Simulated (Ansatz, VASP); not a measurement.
Cd: VASP beside Ansatz

```
Cd
1.0
     2.97887    0.00000    0.00000
    -1.48944    2.57978    0.00000
     0.00000    0.00000    5.61765
Cd
2
Cartesian
  1.4894 0.8599 4.2132
  0.0000 1.7199 1.4044
```

Alike in both runs: task single point; functional RPBE; k mesh 10 × 10 × 5; occupations gaussian, width 0.05 eV; no spin polarisation.

|  | VASP | Ansatz |
| --- | --- | --- |
| version | VASP 6.6.1 | Ansatz 0.2.0 |
| potentials or method | VASP PAW PBE potentials, release 64 (Cd), cutoff 520 eV | all-electron LAPW, scalar-relativistic |

Ansatz gave:

```
gap on the k mesh at the Fermi level (eV)       : none
pressure (GPa)                                  : 5.6
largest component of the traceless stress (GPa) : 1.72
```

Problem. Which values does VASP return?

Solution. gap on the k mesh at the Fermi level (eV): none; pressure (GPa): 5.9; largest component of the traceless stress (GPa): 1.86.

A gap of «none» marks a metal or a gap that the smearing closes. Ansatz ran all-electron here, so the differences hold the error of VASP's frozen core and of both bases.

Caveats: the PAW data sets were made with another functional, which shifts forces and pressure a little (VASP).
